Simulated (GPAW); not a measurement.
The system is MgS (Niningerite).

```
S Mg
1.0
     0.00000    2.60165    2.60165
     2.60165    0.00000    2.60165
     2.60165    2.60165    0.00000
S Mg
1 1
Direct
  0.50000 0.50000 0.50000
  0.00000 0.00000 0.00000
```

Base run:

```yaml
Program: GPAW 26.7.0
Functional: PBEsol
Potentials_or_basis: PAW data sets generated in the run's folder for this functional
Cutoff: 800 eV
Basis: pw
k_mesh: 9 × 9 × 9
Occupations: fermi-dirac, width 0.05 eV
Spin: no spin polarisation
```

Its results: band gap on the k mesh 2.84 eV, indirect (least direct gap 3.60 eV); pressure -0.9 GPa.

Q: The run is repeated on the same cell with these changes: functional from PBEsol to r2SCAN; potentials or basis from PAW data sets generated in the run's folder for this functional to GPAW PAW data sets (gpaw-data 1.2.1). What comes out?

A: Band gap on the k mesh 3.62 eV, indirect (least direct gap 4.65 eV); pressure 0.1 GPa.

Caveats: an odd mesh through Γ misses points on the zone boundary, where band edges often lie (some runs); the PAW data sets were made with another functional, which shifts forces and pressure a little (some runs); the mesh misses the band edges, which the band path finds closer together (some runs).
